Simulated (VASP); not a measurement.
# TePb (Fm-3m) in VASP: settings compared

The runs below take TePb through relaxation of cell and atoms, with PBE+rVV10, PBE+TS, PBE+MBD, PBEsol+D3.

Program: VASP 6.6.1. These are calculated values, not measurements. Logs are shortened: lines on timing, memory, paths and dates and some standing lists are left out, and cuts for length are marked.

**1. The structure**

Symmetry: Fm-3m, No. 225, cubic system. The conventional cell has a = 6.462 Å, b = 6.462 Å, c = 6.462 Å, α = 90.00°, β = 90.00°, γ = 90.00°. Pb (site symmetry m-3m) is surrounded by 6 Te at 3.23 Å. Te (site symmetry m-3m) is surrounded by 6 Pb at 3.23 Å.

**2. Relaxation of cell and atoms, PBE+rVV10**

INCAR reads:

```
PREC     = Accurate       # precision mode
ENCUT    = 600            # plane-wave cutoff, eV
EDIFF    = 1E-7           # SCF threshold, eV
ISMEAR   = -1             # smearing method
SIGMA    = 0.05           # smearing width, eV
LREAL    = F              # projectors in reciprocal space
LASPH    = T              # aspherical terms in the spheres
NELM     = 100            # most SCF steps
ALGO     = Fast           # electronic algorithm
ISIF     = 3              # what is computed and relaxed
LWAVE    = F              # write WAVECAR
LCHARG   = F              # write CHGCAR
GGA      = PE             # functional
LUSE_VDW = T            
IVDW_NL  = 2            
BPARAM   = 10.0         
CPARAM   = 0.0093       
IBRION   = 2              # ionic algorithm
NSW      = 60             # ionic steps
EDIFFG   = -0.01          # ionic threshold
```

KPOINTS reads:

```
Automatic mesh
0
Gamma
  7 7 7
```

POSCAR reads:

```
TePb
1.0
    0.0000000000      3.2310000000      3.2310000000
    3.2310000000      0.0000000000      3.2310000000
    3.2310000000      3.2310000000      0.0000000000
Pb Te
1 1
Direct
    0.0000000000      0.0000000000      0.0000000000
    0.5000000000      0.5000000000      0.5000000000
```

Potentials or basis: VASP PAW PBE potentials, release 64 (Pb_d, Te).

Command:

```bash
> cat potpaw_PBE.64/Pb_d/POTCAR potpaw_PBE.64/Te/POTCAR > POTCAR
> mpirun -np 1 vasp_std > vasp.out
```

OUTCAR:

```text
PREC = Accurate
   ENCUT = 600
   EDIFF = 1E-7
   ISMEAR = -1
   LREAL = F
   LASPH = T
   NELM = 100
   ISIF = 3
   GGA = PE
   IVDW_NL = 2
   BPARAM = 10.0
   IBRION = 2
   NSW = 60
   EDIFFG = -0.01

 ion  position               nearest neighbor table
   1  0.000  0.000  0.000-   2 3.23   2 3.23   2 3.23   2 3.23   2 3.23   2 3.23
   2  0.500  0.500  0.500-   1 3.23   1 3.23   1 3.23   1 3.23   1 3.23   1 3.23

  LATTYP: Found a face centered cubic cell.
 ALAT       =     6.4620000000

  Lattice vectors:

 A1 = (   0.0000000000,   3.2310000000,   3.2310000000)
 A2 = (   3.2310000000,   0.0000000000,   3.2310000000)
 A3 = (   3.2310000000,   3.2310000000,   0.0000000000)

Analysis of symmetry for initial positions (statically):
=====================================================================
 Subroutine PRICEL returns:
 Original cell was already a primitive cell.

 Routine SETGRP: Setting up the symmetry group for a
 face centered cubic supercell.

 Subroutine GETGRP returns: Found 48 space group operations
 (whereof 48 operations were pure point group operations)
 out of a pool of 48 trial point group operations.

The static configuration has the point symmetry O_h .

Analysis of symmetry for dynamics (positions and initial velocities):
=====================================================================
 Subroutine PRICEL returns:
 Original cell was already a primitive cell.

 Routine SETGRP: Setting up the symmetry group for a
 face centered cubic supercell.

 Subroutine GETGRP returns: Found 48 space group operations
 (whereof 48 operations were pure point group operations)
 out of a pool of 48 trial point group operations.

The dynamic configuration has the point symmetry O_h .

 Subroutine INISYM returns: Found 48 space group operations
 (whereof 48 operations are pure point group operations),
 and found     1 'primitive' translations

----------------------------------------------------------------------------------------

                                     Primitive cell

  volume of cell :      67.4592

  direct lattice vectors                    reciprocal lattice vectors
     0.000000000  3.231000000  3.231000000    -0.154750851  0.154750851  0.154750851
     3.231000000  0.000000000  3.231000000     0.154750851 -0.154750851  0.154750851
     3.231000000  3.231000000  0.000000000     0.154750851  0.154750851 -0.154750851

  length of vectors
     4.569324020  4.569324020  4.569324020     0.268036337  0.268036337  0.268036337

  position of ions in fractional coordinates (direct lattice)
     0.000000000  0.000000000  0.000000000
     0.500000000  0.500000000  0.500000000

  ion indices of the primitive-cell ions
   primitive index   ion index
                 1           1
                 2           2

----------------------------------------------------------------------------------------

 KPOINTS: Automatic mesh

Automatic generation of k-mesh.
 Grid dimensions read from file:
 generate k-points for:    7    7    7

 Generating k-lattice:

  Cartesian coordinates                     Fractional coordinates (reciprocal lattice)
    -0.022107264  0.022107264  0.022107264     0.142857143  0.000000000  0.000000000
     0.022107264 -0.022107264  0.022107264     0.000000000  0.142857143  0.000000000
     0.022107264  0.022107264 -0.022107264     0.000000000  0.000000000  0.142857143

  Length of vectors
     0.038290905  0.038290905  0.038290905

  Shift w.r.t. Gamma in fractional coordinates (k-lattice)
     0.000000000  0.000000000  0.000000000

 Subroutine IBZKPT returns following result:
 ===========================================

 Found     20 irreducible k-points:

 Following reciprocal coordinates:
            Coordinates               Weight
  0.000000  0.000000  0.000000      1.000000
  0.142857  0.000000  0.000000      8.000000
  0.285714  0.000000  0.000000      8.000000
  0.428571  0.000000  0.000000      8.000000
  0.142857  0.142857  0.000000      6.000000
  0.285714  0.142857  0.000000     24.000000
[... 12 lines left out ...]
 -0.428571  0.428571  0.142857     24.000000
 -0.285714  0.428571  0.142857     24.000000
   k-points           NKPTS =     20   k-points in BZ     NKDIM =     20   number of bands    NBANDS=     14
   number of dos      NEDOS =    301   number of ions     NIONS =      2
   total plane-waves  NPLWV =  64000
   dimension x,y,z NGX =    40 NGY =   40 NGZ =   40
   dimension x,y,z NGXF=    80 NGYF=   80 NGZF=   80
   ions per type =               1   1
   NGX,Y,Z   is equivalent  to a cutoff of  14.55, 14.55, 14.55 a.u.
   NGXF,Y,Z  is equivalent  to a cutoff of  29.11, 29.11, 29.11 a.u.
 SYSTEM =  unknown system
   PREC   = accura    normal or accurate (medium, high low for compatibility)
   ISTART =      0    job   : 0-new  1-cont  2-samecut
   ICHARG =      2    charge: 1-file 2-atom 10-const
   ISPIN  =      1    spin polarized calculation?
   LNONCOLLINEAR =      F non collinear calculations
   LSORBIT =      F    spin-orbit coupling
   LASPH  =      T    aspherical Exc in radial PAW
   ENCUT  =  600.0 eV  44.10 Ry    6.64 a.u.   9.13  9.13  9.13*2*pi/ulx,y,z
   NELM   =    100;   NELMIN=  2; NELMDL= -5     # of ELM steps
   EDIFF  = 0.1E-06   stopping-criterion for ELM
   LREAL  =      F    real-space projection
   EDIFFG = -.1E-01   stopping-criterion for IOM
   NSW    =     60    number of steps for IOM
   IBRION =      2    ionic relax: 0-MD 1-quasi-New 2-CG
   NFREE  =      1    steps in history (QN), initial steepest desc. (CG)
   ISIF   =      3    stress and relaxation
   ISYM   =      2    0-nonsym 1-usesym 2-fastsym
   POTIM  = 0.5000    time-step for ionic-motion
   TEBEG  =    0.0;   TEEND  =   0.0 temperature during run
   PSTRESS=    0.0 pullay stress
   NELECT =      20.0000    total number of electrons
   NUPDOWN=      -1.0000    fix difference up-down
   EMIN   =  10.00;   EMAX   =-10.00  energy-range for DOS
   EFERMI =   0.00;   METHOD = LEGACY
   ISMEAR =    -1;   SIGMA  =   0.05  broadening in eV -4-tet -1-fermi 0-gaus
   EFERMI_NEDOS =   21; number of points for ismear=-14 and -15
   IALGO  =     68    algorithm
   IMIX   =      4    mixing-type and parameters
     AMIX     =   0.40;   BMIX     =  1.00
     AMIX_MAG =   1.60;   BMIX_MAG =  1.00
  volume/ion in A,a.u.               =      33.73       227.62
  Fermi-wavevector in a.u.,A,eV,Ry     =   1.091619  2.062861 16.213147  1.191633
  Thomas-Fermi vector in A             =   2.227868
   LORBIT       =      0    0 simple, 1 ext, 2 COOP (PROOUT), +10 PAW based schemes
   GGA     = PE    functional components
   LHFCALC =     F    Hartree Fock is set to
   AEXX    =    0.0000 exact exchange contribution
   IVDW_NL    =     2    kernel type
   BPARAM     =10.0000
   IVDW    =     0    specifies the selected vdW correction
   LEPSILON=     F    determine dielectric tensor
   LRPA    =     F    only Hartree local field effects (RPA)
 conjugate gradient relaxation of ions
 non-spin polarized calculation
 RMM-DIIS sequential band-by-band and
  energy-cutoff  :      600.00
  volume of cell :       67.46
 maximum number of plane-waves:      2259
 NGX is ok and might be reduce to    40
   NGX = 19   NGY = 19   NGZ = 19

--------------------------------------- Ionic step        1  -------------------------------------------

 number of electron      19.9999998 magnetization

 Free energy of the ion-electron system (eV)
  ---------------------------------------------------
  ext. energy  EPLUGINS =         0.00000000
  ---------------------------------------------------
  free energy    TOTEN  =        -6.79240001 eV

  energy without entropy =       -6.79239666  energy(sigma->0) =       -6.79239834

------------------------ aborting loop because EDIFF is reached ----------------------------------------

  FORCE on cell =-STRESS in cart. coord.  units (eV):
  Direction    XX          YY          ZZ          XY          YZ          ZX
  --------------------------------------------------------------------------------------
  -------------------------------------------------------------------------------------
  Total        0.4887530      0.4887530      0.4887530      0.0000000     -0.0000000      0.0000000
  in kB       11.6080458     11.6080458     11.6080458      0.0000000     -0.0000000      0.0000000
  external PRESSURE =      11.6080458 kB  Pullay stress =       0.0000000 kB

 VOLUME and BASIS-vectors are now :
 -----------------------------------------------------------------------------
  energy-cutoff  :      600.00
  volume of cell :       67.46
      direct lattice vectors                 reciprocal lattice vectors
     0.000000000  3.231000000  3.231000000    -0.154750851  0.154750851  0.154750851
     3.231000000  0.000000000  3.231000000     0.154750851 -0.154750851  0.154750851
     3.231000000  3.231000000  0.000000000     0.154750851  0.154750851 -0.154750851
[... 37 lines left out ...]
 POSITION                                       TOTAL-FORCE (eV/Angst)
 -----------------------------------------------------------------------------------
      0.00000      0.00000      0.00000        -0.000000      0.000000      0.000000
      3.26909      3.26909      3.26909         0.000000     -0.000000     -0.000000
 -----------------------------------------------------------------------------------
    total drift:                                0.000000     -0.000000     -0.000000

  FREE ENERGIE OF THE ION-ELECTRON SYSTEM (eV)
  ---------------------------------------------------
  free  energy   TOTEN  =        -6.7977882553 eV

  energy  without entropy=       -6.7977859114  energy(sigma->0) =       -6.79778708

--------------------------------------- Ionic step        3  -------------------------------------------

 number of electron      20.0000000 magnetization

 Free energy of the ion-electron system (eV)
  ---------------------------------------------------
  ext. energy  EPLUGINS =         0.00000000
  ---------------------------------------------------
  free energy    TOTEN  =        -6.79855970 eV

  energy without entropy =       -6.79855714  energy(sigma->0) =       -6.79855842

 E-fermi :   5.6824     XC(G=0):  -9.2506

 val. band max:        5.1658500002   @ k =   0.4286   0.0000   0.0000
 cond. band min:       6.1799784622   @ k =   0.4286   0.0000   0.0000
 fundamental gap:      1.0141284620
 Fermi energy:         5.6823771917

 k-point     1 :       0.0000    0.0000    0.0000
  band No.  band energies     occupation
      1     -11.3644      2.00000
      2     -11.3644      2.00000
      3     -11.3561      2.00000
      4     -11.3561      2.00000
      5     -11.3561      2.00000
      6      -6.5376      2.00000
      7      -0.3674      2.00000
      8       4.0255      2.00000
      9       4.0255      2.00000
     10       4.0255      2.00000
     11       9.3168      0.00000
     12       9.3168      0.00000
     13       9.3168      0.00000
     14      11.0798      0.00000

 k-point     2 :       0.1429    0.0000    0.0000
  band No.  band energies     occupation
      1     -11.3665      2.00000
      2     -11.3665      2.00000
      3     -11.3556      2.00000
      4     -11.3535      2.00000
      5     -11.3535      2.00000
      6      -6.3692      2.00000
      7      -0.8797      2.00000
      8       4.0753      2.00000
      9       4.0753      2.00000
     10       4.2959      2.00000
[... 330 lines left out ...]
 POSITION                                       TOTAL-FORCE (eV/Angst)
 -----------------------------------------------------------------------------------
      0.00000      0.00000      0.00000         0.000000      0.000000      0.000000
      3.25881      3.25881      3.25881        -0.000000      0.000000     -0.000000
 -----------------------------------------------------------------------------------
    total drift:                                0.000000     -0.000000     -0.000000

  FREE ENERGIE OF THE ION-ELECTRON SYSTEM (eV)
  ---------------------------------------------------
  free  energy   TOTEN  =        -6.7985597001 eV

  energy  without entropy=       -6.7985571377  energy(sigma->0) =       -6.79855842

 reached required accuracy - stopping structural energy minimisation
```

It took 6.7 min on 1 thread of Intel Xeon Platinum 8375C at 2.90GHz (Ice Lake), shared host; peak memory 0.47 GiB.

Results:

- Free energy: -6.7986 eV
- Relaxed volume: 34.61 Å³/atom
- Relaxed cell: a = 4.609 Å, b = 4.609 Å, c = 4.609 Å, α = 60.00°, β = 60.00°, γ = 60.00°
- Space group after relaxing (to 0.05 Å): Fm-3m (No. 225)
- Energy gained by relaxing: 3.1 meV/atom
- Ionic steps: 3
- Pressure after relaxing: 0.0 GPa

The path:
```
step  energy change (eV)  largest force (eV/Å)  pressure (GPa)  volume (Å³)
   1              0.0000                0.0000            1.16        67.46
   2             -0.0054                0.0000           -0.38        69.87
   3             -0.0062                0.0000            0.00        69.22
```

Final structure:
```
Pb Te
1.0
     0.00000    3.25881    3.25881
     3.25881    0.00000    3.25881
     3.25881    3.25881    0.00000
Pb Te
1 1
Direct
  0.00000 0.00000 0.00000
  0.50000 0.50000 0.50000
```

Caveat: this odd mesh misses L, where the gap lies, so gap, dielectric constants and Born charges aren't listed.

[end of part 1 of 2]
